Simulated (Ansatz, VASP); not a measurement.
SnSe2: VASP beside Ansatz

```
Sn Se
1.0
     1.91229    1.10406    6.49094
    -1.91229    1.10406    6.49094
     0.00000   -2.20812    6.49094
Sn Se
1 2
Direct
  0.00000 0.00000 0.00000
  0.25235 0.25235 0.25235
  0.74765 0.74765 0.74765
```

Change from the starting cell: uniaxial_z strain +2.5%.

Alike in both runs: task single point; functional r2SCAN; k mesh 8 × 8 × 8; no spin polarisation.

```csv
,VASP,Ansatz
version,VASP 6.6.1,Ansatz 0.2.0
potentials or method,"VASP PAW PBE potentials, release 64 (Sn_d, Se)","plane waves, PAW"
plane-wave cutoff (eV),520,500
occupations,"gaussian, width 0.01 eV",fixed
valence electrons in the cell,26,46
```

```tsv
	VASP	Ansatz	Ansatz less VASP
gap on the k mesh at the Fermi level (eV)	0.69	0.69	-0.004
pressure (GPa)	0.6	0.5	-0.05
largest component of the traceless stress (GPa)	0.25	0.24	-0.007
rms of the force components (eV/Å)	0.007	0.013	+0.0061
```

Atom by atom the forces differ by 0.006 eV/Å (rms over components). The two sets of potentials don't hold the same shells in valence.

Caveats: the PAW data sets were made with another functional, which shifts forces and pressure a little (VASP); spin-orbit coupling is left out, which moves the levels of the heavy elements. A k mesh can miss the band edges.
